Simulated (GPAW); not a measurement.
# CdS (Fm-3m) in GPAW: a series of runs

One crystal, CdS, is run at these levels: PBE; tasks: dielectric tensor.

Program: GPAW 26.7.0. These are calculated values, not measurements. Logs are shortened: lines on timing, memory, paths and dates and some standing lists are left out, and cuts for length are marked. The log counts tension as positive stress, the text compression.

### 1 The crystal as given

It takes space group Fm-3m (No. 225, cubic). The conventional cell has a = 5.394 Å, b = 5.394 Å, c = 5.394 Å, α = 90.00°, β = 90.00°, γ = 90.00°. Cd (site symmetry m-3m) has 6 S at 2.70 Å as nearest neighbours. S (site symmetry m-3m) is surrounded by 6 Cd at 2.70 Å.

Measurements of this composition are mostly on another form, of space group No. 186.

### 2 Dielectric tensor, PBE

Input file run.py:

```python
import numpy as np
from ase import Atoms
from ase.dft.bandgap import bandgap
from ase.io import write
from gpaw import GPAW, PW
from gpaw.response.df import DielectricFunction

atoms = Atoms(['Cd', 'S'],
              cell=[[0.0, 2.6970395763, 2.6970395763],
                    [2.6970395763, 0.0, 2.6970395763],
                    [2.6970395763, 2.6970395763, 0.0]],
              scaled_positions=[[0.0, 0.0, 0.0],
                                [0.5, 0.5, 0.5]],
              pbc=True)

calc = GPAW(mode=PW(450),
            xc='PBE',
            kpts={'size': (7, 7, 7), 'gamma': True},
            occupations={'name': 'fermi-dirac', 'width': 0.001},
            nbands=18,
            convergence={'density': 1e-06},
            maxiter=150,
            txt='gpaw.txt')
atoms.calc = calc
energy = atoms.get_potential_energy()
calc.write('gs.gpw')
write('result.traj', atoms)
print(f'Energy: {energy:.6f} eV')
print('Fermi level:', round(calc.get_fermi_level(), 4), 'eV')
print(f'Gap: {bandgap(calc)[0]:.4f} eV, direct: {bandgap(calc, direct=True)[0]:.4f} eV')

for size in [(21, 21, 21)]:
    name = 'x'.join(str(n) for n in size)
    dense = calc.fixed_density(kpts={'size': size, 'gamma': True},
                               nbands=35, convergence={'bands': 29, 'eigenstates': 1e-7},
                               update_fermi_level=True, txt=f'dense-{name}.txt')
    dense.write(f'{name}.gpw', mode='all')
    df = DielectricFunction(f'{name}.gpw', frequencies=np.array([0.0]), hilbert=False, eta=0.001,
                            ecut=80, nbands=29, intraband=False, txt=f'df-{name}.txt')
    for xc in ['RPA']:
        for direction in ['x', 'y', 'z', [0, 1, 1], [1, 0, 1], [1, 1, 0]]:
            e0, e = df.get_macroscopic_dielectric_constant(xc=xc, direction=direction)
            print(f'{name} {xc} {direction}: {e0:.4f} without, {e:.4f} with local fields')
```

Potentials or basis: GPAW PAW data sets (gpaw-data 1.2.1), pw.

Launch:

```bash
> OMP_NUM_THREADS=1 python run.py
```

gpaw.txt:

```text
__  _  _
 | _ |_)|_||  |
 |__||  | ||/\| - 26.7.0

Input parameters:
  mode=PW(ecut=450.00000000000006),
  convergence={'density': 1e-06},
  kpts=MonkhorstPack(size=(7, 7, 7), gamma=True),
  maxiter=150,
  nbands=18,
  occupations=Occupations(name='fermi-dirac', width=0.001),
  xc=XC(name='PBE')

Diagonalizing LCAO Hamiltonian
Converting LCAO to pw mode

               S

       Cd

Atoms  # Å, Bohr magnetons
|   | symbol |        x |        y |        z |    initial magnetic moments |
|---|--------|----------|----------|----------|-----------------------------|
| 0 |     Cd | 0.000000 | 0.000000 | 0.000000 | ( 0.0000,  0.0000,  0.0000) |
| 1 |      S | 2.697040 | 2.697040 | 2.697040 | ( 0.0000,  0.0000,  0.0000) |

Unit cell  # Å
| periodic |        x |        y |        z |  lengths |    angles |
|----------|----------|----------|----------|----------|-----------|
|      yes | 0.000000 | 2.697040 | 2.697040 | 3.814190 | 60.000000 |
|      yes | 2.697040 | 0.000000 | 2.697040 | 3.814190 | 60.000000 |
|      yes | 2.697040 | 2.697040 | 0.000000 | 3.814190 | 60.000000 |

Number of symmetries: 48
Symmetry operations  # r_c * U_cc + t_c -> r_c
|    | kind |            matrix            |
|----|------|------------------------------|
|  0 |  σ   |  1, 0, 0,  1, 0,-1,  1,-1, 0 |
|  1 |  C2  |  1, 0, 0,  1,-1, 0,  1, 0,-1 |
|  2 |  E   |  1, 0, 0,  0, 1, 0,  0, 0, 1 |
|  3 |  σ   |  1, 0, 0,  0, 0, 1,  0, 1, 0 |
|  4 |  C4  |  1, 0,-1,  1, 0, 0,  1,-1, 0 |
|  5 |  S6  |  1, 0,-1,  1,-1, 0,  1, 0, 0 |
|  6 |  σ   |  1, 0,-1,  0, 1,-1,  0, 0,-1 |
|  7 |  C3  |  1, 0,-1,  0, 0,-1,  0, 1,-1 |
|  8 |  S6  |  1,-1, 0,  1, 0, 0,  1, 0,-1 |
|  9 |  C4  |  1,-1, 0,  1, 0,-1,  1, 0, 0 |
| 10 |  C3  |  1,-1, 0,  0,-1, 1,  0,-1, 0 |
| 11 |  σ   |  1,-1, 0,  0,-1, 0,  0,-1, 1 |
| 12 |  σ   |  0, 1, 0,  1, 0, 0,  0, 0, 1 |
| 13 |  C4  |  0, 1, 0,  0, 1,-1, -1, 1, 0 |
| 14 |  C3  |  0, 1, 0,  0, 0, 1,  1, 0, 0 |
| 15 |  S6  |  0, 1, 0, -1, 1, 0,  0, 1,-1 |
| 16 |  C2  |  0, 1,-1,  1, 0,-1,  0, 0,-1 |
| 17 |  σ   |  0, 1,-1,  0, 1, 0, -1, 1, 0 |
| 18 |  S4  |  0, 1,-1,  0, 0,-1,  1, 0,-1 |
| 19 |  C4  |  0, 1,-1, -1, 1, 0,  0, 1, 0 |
| 20 |  C3  |  0, 0, 1,  1, 0, 0,  0, 1, 0 |
| 21 |  σ   |  0, 0, 1,  0, 1, 0,  1, 0, 0 |
| 22 |  S6  |  0, 0, 1,  0,-1, 1, -1, 0, 1 |
| 23 |  C4  |  0, 0, 1, -1, 0, 1,  0,-1, 1 |
| 24 |  S4  |  0, 0,-1,  1, 0,-1,  0, 1,-1 |
| 25 |  C3  |  0, 0,-1,  0, 1,-1,  1, 0,-1 |
| 26 |  C2  |  0, 0,-1,  0,-1, 0, -1, 0, 0 |
| 27 |  S6  |  0, 0,-1, -1, 0, 0,  0,-1, 0 |
| 28 |  S4  |  0,-1, 1,  1,-1, 0,  0,-1, 0 |
| 29 |  C4  |  0,-1, 1,  0, 0, 1, -1, 0, 1 |
| 30 |  C2  |  0,-1, 1,  0,-1, 0,  1,-1, 0 |
| 31 |  σ   |  0,-1, 1, -1, 0, 1,  0, 0, 1 |
| 32 |  C3  |  0,-1, 0,  1,-1, 0,  0,-1, 1 |
| 33 |  S6  |  0,-1, 0,  0, 0,-1, -1, 0, 0 |
| 34 |  S4  |  0,-1, 0,  0,-1, 1,  1,-1, 0 |
| 35 |  C2  |  0,-1, 0, -1, 0, 0,  0, 0,-1 |
| 36 |  C2  | -1, 1, 0,  0, 1, 0,  0, 1,-1 |
| 37 |  S6  | -1, 1, 0,  0, 1,-1,  0, 1, 0 |
| 38 |  S4  | -1, 1, 0, -1, 0, 1, -1, 0, 0 |
| 39 |  C3  | -1, 1, 0, -1, 0, 0, -1, 0, 1 |
| 40 |  S6  | -1, 0, 1,  0, 0, 1,  0,-1, 1 |
| 41 |  C2  | -1, 0, 1,  0,-1, 1,  0, 0, 1 |
| 42 |  C3  | -1, 0, 1, -1, 1, 0, -1, 0, 0 |
| 43 |  S4  | -1, 0, 1, -1, 0, 0, -1, 1, 0 |
| 44 |  C2  | -1, 0, 0,  0, 0,-1,  0,-1, 0 |
| 45 |  i   | -1, 0, 0,  0,-1, 0,  0, 0,-1 |
| 46 |  σ   | -1, 0, 0, -1, 1, 0, -1, 0, 1 |
| 47 |  C2  | -1, 0, 0, -1, 0, 1, -1, 1, 0 |

BZ-sampling:
  Number of BZ points: 343
  Number of IBZ points: 20

  Monkhorst-Pack size: [7, 7, 7]
  Monkhorst-Pack shift: [0, 0, 0]

K-points  # in reciprocal-cell coordinates
|     |                                coordinates |     weight |
|-----|--------------------------------------------|------------|
|   0 | (  0.00000000,   0.00000000,   0.00000000) | 0.00291545 |
|   1 | (  0.14285714,   0.14285714,   0.00000000) | 0.01749271 |
|   2 | (  0.14285714,   0.14285714,   0.14285714) | 0.02332362 |
|   3 | (  0.28571429,   0.14285714,   0.14285714) | 0.03498542 |
|   4 | (  0.28571429,   0.28571429,   0.00000000) | 0.01749271 |
|   5 | (  0.28571429,   0.28571429,   0.14285714) | 0.06997085 |
|   6 | (  0.28571429,   0.28571429,   0.28571429) | 0.02332362 |
|   7 | (  0.42857143,  -0.28571429,  -0.28571429) | 0.03498542 |
|   8 | (  0.42857143,   0.28571429,  -0.42857143) | 0.13994169 |
|   9 | (  0.42857143,   0.28571429,  -0.28571429) | 0.06997085 |
| ... |                                            |            |
|  19 | (  0.42857143,   0.42857143,   0.42857143) | 0.02332362 |

Plane wave coefficients: 869
Cutoff: 450.00000000000006 eV

Spin-components: 1 (collinear spins)
Bands:           18
Projectors:      11
Spin-degeneracy: 2
Datatype:        complex128

Parallelization:
  kpt:    1
  domain: 1
  band:   1

Density:
  Valence electrons: 18.0
  Components: 1
  Grid points: [20 20 20]
  Charge: 0.0  # |e|

Potential:
  Grid points: [20 20 20]

species:
  Cd:
    name:    Cadmium
    Z:       48.0
    valence: 12
    core:    36
    charge:  0.0  # [|e|]
    compensation charges:
      type: gauss
      rc: 0.38  # [Å]
      lmax: 2
    cutoffs:
      filter: 2.12  # [Å]
      core: 2.62  # [Å]
    projectors
    | kind |    occ | energy [eV] | rcut [Å] |
    |------|--------|-------------|----------|
    |   5s |  2.000 |      -5.655 |    1.191 |
    |   5p |  0.000 |      -1.186 |    1.228 |
    |   4d | 10.000 |     -11.739 |    1.164 |
    |    s |        |      21.556 |    1.191 |
    |    p |        |      26.026 |    1.228 |
    |    d |        |      15.473 |    1.164 |

    Using partial waves for Cd as LCAO basis

  S:
    name:    Sulfur
    Z:       16.0
    valence: 6
    core:    10
    charge:  0.0  # [|e|]
    compensation charges:
      type: gauss
      rc: 0.24  # [Å]
      lmax: 2
    cutoffs:
      filter: 1.77  # [Å]
      core: 1.66  # [Å]
    projectors
    | kind |    occ | energy [eV] | rcut [Å] |
    |------|--------|-------------|----------|
    |   3s |  2.000 |     -17.254 |    0.974 |
    |   3p |  4.000 |      -7.008 |    0.979 |
    |    s |        |       9.957 |    0.974 |
    |    p |        |      20.203 |    0.979 |
    |    d |        |       0.000 |    0.900 |

    Using partial waves for S as LCAO basis

Reference energy: -163030.738234  # eV

eigensolver:
  PPCG
  Converge bands: occupied
  niter=2

density mixing:
  MSR1-Mixer
  Pratt-step length: 0.05
  Maximum mixing coefficient: 0.75
  Old densities: 10
  SVD Regularization: 0.005
  Good broyden scale: 1.0
  Trust region scale: 1.0
  Backstep threshold: 4.0
  History deletion threshold: 6.0
  Fourier metric: weight=20.0, sigma=0.015

occupation numbers:
  Fermi-Dirac:
    width: 0.0010  # eV

poisson solver:
  ecut: 3600.0000000000005  # eV

xc functional:
  name: PBE with 2 nearest neighbor stencil

convergence criteria:
- Maximum integral of absolute [dens]ity change: 1e-06 electrons / valence electron
- Maximum [total energy] change in last 3 cyles: 0.0005 eV / valence electron
- Maximum integral of absolute [eigenst]ate change: 4e-08 eV^2 / valence electron
maximum number of iterations: 150

SCF iterations
|iter     | |      energy | eigst |  dens |
|---------|-|-------------|-------|-------|
|iter:   1| |   -6.542766 | -0.57 |       |
|iter:   2| |   -6.424447 | -2.39 | -1.12 |
|iter:   3| |   -6.002353 | -1.49 | -1.16 |
|iter:   4| |   -6.000017 | -3.63 | -1.77 |
|iter:   5| |   -5.999646c| -3.96 | -2.22 |
|iter:   6| |   -5.999678c| -5.76 | -3.02 |
|iter:   7| |   -5.999683c| -6.78 | -3.63 |
|iter:   8| |   -5.999683c| -7.70c| -4.79 |
|iter:   9| |   -5.999683c| -8.38c| -5.42 |
|iter:  10| |   -5.999683c| -8.82c| -6.28c|

Converged in 10 steps
Energy contributions relative to reference atoms: (reference = -163030.738234)

Energy contributions:
  Kinetic:          21.411258
  Coulomb:         -18.498077
  Zero:              0.114992
  External:          0.000000
  Xc:               -9.027855
  Entropy:          -0.000000
  Spinorbit:         0.000000
  ----------------------------
  Free energy:      -5.999683
  Extrapolated:     -5.999683

dipole moment: (-17.630644, -17.630644, -17.630644)  # |e|*Ang

Fermi level: 6.354
Eigenvalues  # (at kpt = [0.000, 0.000, 0.000])
| band index |      eig [eV] | occ [0-2] |
|------------|---------------|-----------|
|          0 |        -6.887 |     2.000 |
|          1 |        -1.436 |     2.000 |
|          2 |        -1.436 |     2.000 |
|          3 |        -1.435 |     2.000 |
|          4 |        -1.435 |     2.000 |
|          5 |        -1.435 |     2.000 |
[... 10 lines left out ...]
|         16 |        17.909 |     0.000 |
|         17 |        18.455 |     0.000 |

Gap: 0.500 eV
Transition (v -> c):
  (s=0, k=12, n=8, [0.43, 0.29, 0.29]) -> (s=0, k=16, n=9, [0.43, 0.43, 0.00])
Direct/indirect transitions are different
Direct gap: 1.976 eV
Transition at: (s=0, k=0, n=8, [0.00, 0.00, 0.00])
# Writing to gs.gpw (mode='')
```

Wall time 1.8 min (1 thread of AMD EPYC 7B13 (Zen 3), shared host); peak memory 0.47 GiB.

Results:

| Property | Result |
| --- | --- |
| Free energy | -5.9997 eV |
| Band gap on the k mesh | 0.50 eV, indirect (least direct gap 1.98 eV) |
| Electronic dielectric tensor (diagonal) | 8.38 |

Electronic dielectric tensor:
```
8.38 0.00 0.00
0.00 8.38 0.00
0.00 0.00 8.38
```

Caveat: the gap is small at this level, which inflates the dielectric constant; the long-wavelength limit can be off by several per cent where d states take part; an odd mesh through Γ misses points on the zone boundary, where band edges often lie. As with any semilocal functional, this PBE gap is likely too small.

### 3 Dielectric tensor, PBE

This run uses another cell than the first one, of 20.04 Å³/atom, 1.021 times its volume.

run.py: that of step 2 with these lines changed.

```diff
@@ -8,5 +8,5 @@
 atoms = Atoms(['Cd', 'S'],
-              cell=[[0.0, 2.6970395763, 2.6970395763],
-                    [2.6970395763, 0.0, 2.6970395763],
-                    [2.6970395763, 2.6970395763, 0.0]],
+              cell=[[0.0, 2.7160334386, 2.7160334386],
+                    [2.7160334386, 0.0, 2.7160334386],
+                    [2.7160334386, 2.7160334386, 0.0]],
               scaled_positions=[[0.0, 0.0, 0.0],
```

Potentials or basis: GPAW PAW data sets (gpaw-data 1.2.1), pw.

Launch:

```bash
> OMP_NUM_THREADS=1 python run.py
```

gpaw.txt:

```text
__  _  _
 | _ |_)|_||  |
 |__||  | ||/\| - 26.7.0

Input parameters:
  mode=PW(ecut=450.00000000000006),
  convergence={'density': 1e-06},
  kpts=MonkhorstPack(size=(7, 7, 7), gamma=True),
  maxiter=150,
  nbands=18,
  occupations=Occupations(name='fermi-dirac', width=0.001),
  xc=XC(name='PBE')

Diagonalizing LCAO Hamiltonian
Converting LCAO to pw mode

               S

       Cd

Atoms  # Å, Bohr magnetons
|   | symbol |        x |        y |        z |    initial magnetic moments |
|---|--------|----------|----------|----------|-----------------------------|
| 0 |     Cd | 0.000000 | 0.000000 | 0.000000 | ( 0.0000,  0.0000,  0.0000) |
| 1 |      S | 2.716033 | 2.716033 | 2.716033 | ( 0.0000,  0.0000,  0.0000) |

Unit cell  # Å
| periodic |        x |        y |        z |  lengths |    angles |
|----------|----------|----------|----------|----------|-----------|
|      yes | 0.000000 | 2.716033 | 2.716033 | 3.841051 | 60.000000 |
|      yes | 2.716033 | 0.000000 | 2.716033 | 3.841051 | 60.000000 |
|      yes | 2.716033 | 2.716033 | 0.000000 | 3.841051 | 60.000000 |

Number of symmetries: 48
Symmetry operations  # r_c * U_cc + t_c -> r_c
|    | kind |            matrix            |
|----|------|------------------------------|
|  0 |  σ   |  1, 0, 0,  1, 0,-1,  1,-1, 0 |
|  1 |  C2  |  1, 0, 0,  1,-1, 0,  1, 0,-1 |
|  2 |  E   |  1, 0, 0,  0, 1, 0,  0, 0, 1 |
|  3 |  σ   |  1, 0, 0,  0, 0, 1,  0, 1, 0 |
|  4 |  C4  |  1, 0,-1,  1, 0, 0,  1,-1, 0 |
|  5 |  S6  |  1, 0,-1,  1,-1, 0,  1, 0, 0 |
|  6 |  σ   |  1, 0,-1,  0, 1,-1,  0, 0,-1 |
|  7 |  C3  |  1, 0,-1,  0, 0,-1,  0, 1,-1 |
|  8 |  S6  |  1,-1, 0,  1, 0, 0,  1, 0,-1 |
|  9 |  C4  |  1,-1, 0,  1, 0,-1,  1, 0, 0 |
| 10 |  C3  |  1,-1, 0,  0,-1, 1,  0,-1, 0 |
| 11 |  σ   |  1,-1, 0,  0,-1, 0,  0,-1, 1 |
| 12 |  σ   |  0, 1, 0,  1, 0, 0,  0, 0, 1 |
| 13 |  C4  |  0, 1, 0,  0, 1,-1, -1, 1, 0 |
| 14 |  C3  |  0, 1, 0,  0, 0, 1,  1, 0, 0 |
| 15 |  S6  |  0, 1, 0, -1, 1, 0,  0, 1,-1 |
| 16 |  C2  |  0, 1,-1,  1, 0,-1,  0, 0,-1 |
| 17 |  σ   |  0, 1,-1,  0, 1, 0, -1, 1, 0 |
| 18 |  S4  |  0, 1,-1,  0, 0,-1,  1, 0,-1 |
| 19 |  C4  |  0, 1,-1, -1, 1, 0,  0, 1, 0 |
| 20 |  C3  |  0, 0, 1,  1, 0, 0,  0, 1, 0 |
| 21 |  σ   |  0, 0, 1,  0, 1, 0,  1, 0, 0 |
| 22 |  S6  |  0, 0, 1,  0,-1, 1, -1, 0, 1 |
| 23 |  C4  |  0, 0, 1, -1, 0, 1,  0,-1, 1 |
| 24 |  S4  |  0, 0,-1,  1, 0,-1,  0, 1,-1 |
| 25 |  C3  |  0, 0,-1,  0, 1,-1,  1, 0,-1 |
| 26 |  C2  |  0, 0,-1,  0,-1, 0, -1, 0, 0 |
| 27 |  S6  |  0, 0,-1, -1, 0, 0,  0,-1, 0 |
| 28 |  S4  |  0,-1, 1,  1,-1, 0,  0,-1, 0 |
[... 86 lines left out ...]
    |    s |        |      21.556 |    1.191 |
    |    p |        |      26.026 |    1.228 |
    |    d |        |      15.473 |    1.164 |

    Using partial waves for Cd as LCAO basis

  S:
    name:    Sulfur
    Z:       16.0
    valence: 6
    core:    10
    charge:  0.0  # [|e|]
    compensation charges:
      type: gauss
      rc: 0.24  # [Å]
      lmax: 2
    cutoffs:
      filter: 1.77  # [Å]
      core: 1.66  # [Å]
    projectors
    | kind |    occ | energy [eV] | rcut [Å] |
    |------|--------|-------------|----------|
    |   3s |  2.000 |     -17.254 |    0.974 |
    |   3p |  4.000 |      -7.008 |    0.979 |
    |    s |        |       9.957 |    0.974 |
    |    p |        |      20.203 |    0.979 |
    |    d |        |       0.000 |    0.900 |

    Using partial waves for S as LCAO basis

Reference energy: -163030.738234  # eV

eigensolver:
  PPCG
  Converge bands: occupied
  niter=2

density mixing:
  MSR1-Mixer
  Pratt-step length: 0.05
  Maximum mixing coefficient: 0.75
  Old densities: 10
  SVD Regularization: 0.005
  Good broyden scale: 1.0
  Trust region scale: 1.0
  Backstep threshold: 4.0
  History deletion threshold: 6.0
  Fourier metric: weight=20.0, sigma=0.015

occupation numbers:
  Fermi-Dirac:
    width: 0.0010  # eV

poisson solver:
  ecut: 3600.0000000000005  # eV

xc functional:
  name: PBE with 2 nearest neighbor stencil

convergence criteria:
- Maximum integral of absolute [dens]ity change: 1e-06 electrons / valence electron
- Maximum [total energy] change in last 3 cyles: 0.0005 eV / valence electron
- Maximum integral of absolute [eigenst]ate change: 4e-08 eV^2 / valence electron
maximum number of iterations: 150

SCF iterations
|iter     | |      energy | eigst |  dens |
|---------|-|-------------|-------|-------|
|iter:   1| |   -6.566360 | -0.60 |       |
|iter:   2| |   -6.445761 | -2.40 | -1.12 |
|iter:   3| |   -6.019849 | -1.49 | -1.16 |
|iter:   4| |   -6.017602 | -3.61 | -1.77 |
|iter:   5| |   -6.017269c| -3.99 | -2.21 |
|iter:   6| |   -6.017300c| -5.83 | -3.06 |
|iter:   7| |   -6.017305c| -6.77 | -3.61 |
|iter:   8| |   -6.017305c| -7.70c| -4.82 |
|iter:   9| |   -6.017305c| -8.40c| -5.41 |
|iter:  10| |   -6.017305c| -8.83c| -6.26c|

Converged in 10 steps
Energy contributions relative to reference atoms: (reference = -163030.738234)

Energy contributions:
  Kinetic:          19.850211
  Coulomb:         -17.280947
  Zero:              0.118239
  External:          0.000000
  Xc:               -8.704808
  Entropy:          -0.000000
  Spinorbit:         0.000000
  ----------------------------
  Free energy:      -6.017305
  Extrapolated:     -6.017305

dipole moment: (-17.750112, -17.750112, -17.750112)  # |e|*Ang

Fermi level: 6.032
Eigenvalues  # (at kpt = [0.000, 0.000, 0.000])
| band index |      eig [eV] | occ [0-2] |
|------------|---------------|-----------|
|          0 |        -7.007 |     2.000 |
|          1 |        -1.662 |     2.000 |
|          2 |        -1.662 |     2.000 |
|          3 |        -1.662 |     2.000 |
|          4 |        -1.662 |     2.000 |
|          5 |        -1.662 |     2.000 |
[... 10 lines left out ...]
|         16 |        17.490 |     0.000 |
|         17 |        18.119 |     0.000 |

Gap: 0.501 eV
Transition (v -> c):
  (s=0, k=12, n=8, [0.43, 0.29, 0.29]) -> (s=0, k=16, n=9, [0.43, 0.43, 0.00])
Direct/indirect transitions are different
Direct gap: 1.827 eV
Transition at: (s=0, k=0, n=8, [0.00, 0.00, 0.00])
# Writing to gs.gpw (mode='')
```

df-21x21x21.txt:

```text
FrequencyGridDescriptor(from 0.000 to 0.000 eV, 1 points)
FrequencyGridDescriptor(from 0.000 to 0.000 eV, 1 points)

Calculating chi0 body with:
    Ground state adapter containing:
    Number of spins: 1
    Number of kpoints: 9261
    Number of irreducible kpoints: 286
    Number of completely occupied states: 9
    Number of partially occupied states: 9

    Linear response parametrization:
    q_c: [0.0, 0.0, 0.0]
    Number of frequency points: 1
    Planewave cutoff: 80.0
    Number of bands: 29
    Number of planewaves: 59
    Broadening (eta): 0.001

Integrating chi0 body.

Symmetries of q_c:
    Direct symmetries (Uq -> q): 48
    Indirect symmetries (TUq -> q): 0
In total 48 allowed symmetries.

Integral kind: response function

Calculating chi0 optical extensions with:
    Ground state adapter containing:
    Number of spins: 1
    Number of kpoints: 9261
    Number of irreducible kpoints: 286
    Number of completely occupied states: 9
    Number of partially occupied states: 9

    Linear response parametrization:
    Number of frequency points: 1
    Planewave cutoff: 80.0
    Number of bands: 29
    Number of planewaves: 59
    Broadening (eta): 0.001
Integrating chi0 head and wings.

Symmetries of q_c:
    Direct symmetries (Uq -> q): 48
    Indirect symmetries (TUq -> q): 0
In total 48 allowed symmetries.

Integral kind: response function wings

Finished calculating chi0
```

It took 1.8 min on 1 thread of AMD EPYC 7B13 (Zen 3), shared host; peak memory 0.48 GiB.

What came out:

| Quantity | Value |
| --- | --- |
| Free energy | -6.0173 eV |
| Band gap on the k mesh | 0.50 eV, indirect (least direct gap 1.83 eV) |
| Electronic dielectric tensor (diagonal) | 8.43 |

Electronic dielectric tensor:
```
8.43 0.00 0.00
0.00 8.43 0.00
0.00 0.00 8.43
```

Caveat: the gap is small at this level, which inflates the dielectric constant; the long-wavelength limit can be off by several per cent where d states take part; an odd mesh through Γ misses points on the zone boundary, where band edges often lie.

[end of part 1 of 2]
